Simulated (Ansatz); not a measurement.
Wires are cut from relaxed bulk Ir (Fm-3m, 14.50 Å³/atom, gap on the mesh 0.00 eV); atoms and period are relaxed, and energies count from that bulk.

Computed with DFT PBE, scalar-relativistic, plane waves, PAW in Ansatz 0.2.0.

Settings: cutoff 420 eV, Γ-centred mesh 1×1×8 on the computed 21-atom cell, Gaussian smearing of 0.05 eV; no spin polarisation.

Start ([111] wire, 21 host atoms a period):

```
CELL_PARAMETERS angstrom
16.10000 0.00000 0.00000
0.00000 14.80000 0.00000
0.00000 0.00000 6.70418
ATOMIC_POSITIONS crystal
Ir 0.37731 0.31507 0.00000
Ir 0.37731 0.68493 0.00000
Ir 0.27917 0.50000 0.33333
Ir 0.67176 0.50000 0.00000
Ir 0.57361 0.31507 0.33333
Ir 0.57361 0.68493 0.33333
Ir 0.47546 0.50000 0.66667
Ir 0.37731 0.50000 0.00000
Ir 0.57361 0.50000 0.33333
Ir 0.47546 0.31507 0.66667
Ir 0.47546 0.68493 0.66667
Ir 0.52454 0.40753 0.00000
Ir 0.42639 0.59247 0.33333
Ir 0.32824 0.40753 0.66667
Ir 0.72083 0.40753 0.33333
Ir 0.62269 0.59247 0.66667
Ir 0.52454 0.59247 0.00000
Ir 0.42639 0.40753 0.33333
Ir 0.32824 0.59247 0.66667
Ir 0.72083 0.59247 0.33333
Ir 0.62269 0.40753 0.66667
```

**Question.** Relax it.

**Answer.** The free energy falls by 198 meV/atom.

```
excess energy (eV per host atom)                      : 1.467
line energy (eV/Å)                                    : 4.728
period (Å)                                            : 6.514
gap on the mesh (eV)                                  : 0
highest filled level or Fermi level under vacuum (eV) : 4.91
```

Relaxed structure:
```yaml
crystal:
  lattice:
    - [16.10000, 0.00000, 0.00000]
    - [0.00000, 14.80000, 0.00000]
    - [0.00000, 0.00000, 6.51364]
  atoms:
    - { symbol: Ir, position: [0.38541, 0.32822, 0.98715] }
    - { symbol: Ir, position: [0.38541, 0.67178, 0.98715] }
    - { symbol: Ir, position: [0.28840, 0.50000, 0.35377] }
    - { symbol: Ir, position: [0.65716, 0.50000, 0.99240] }
    - { symbol: Ir, position: [0.57143, 0.32083, 0.34776] }
    - { symbol: Ir, position: [0.57143, 0.67917, 0.34776] }
    - { symbol: Ir, position: [0.48025, 0.50000, 0.67773] }
    - { symbol: Ir, position: [0.34836, 0.50000, 0.00477] }
    - { symbol: Ir, position: [0.56434, 0.50000, 0.31690] }
    - { symbol: Ir, position: [0.47803, 0.32398, 0.66437] }
    - { symbol: Ir, position: [0.47803, 0.67602, 0.66437] }
    - { symbol: Ir, position: [0.53764, 0.38055, 0.00148] }
    - { symbol: Ir, position: [0.42537, 0.59396, 0.31933] }
    - { symbol: Ir, position: [0.33790, 0.41191, 0.66661] }
    - { symbol: Ir, position: [0.71041, 0.41886, 0.33835] }
    - { symbol: Ir, position: [0.62230, 0.59067, 0.66881] }
    - { symbol: Ir, position: [0.53764, 0.61945, 0.00148] }
    - { symbol: Ir, position: [0.42537, 0.40604, 0.31933] }
    - { symbol: Ir, position: [0.33790, 0.58809, 0.66661] }
    - { symbol: Ir, position: [0.71041, 0.58114, 0.33835] }
    - { symbol: Ir, position: [0.62230, 0.40933, 0.66881] }
```

Spin-orbit coupling is left out, which matters for the bands of heavy elements.

Each run keeps its start's symmetry and one magnetic start, so lower states can exist.

Time: 45 min on 4 threads of Intel(R) Xeon(R) Processor @ 2.50GHz (Skylake/Cascade Lake), on a shared host, peak memory 5.3 GiB.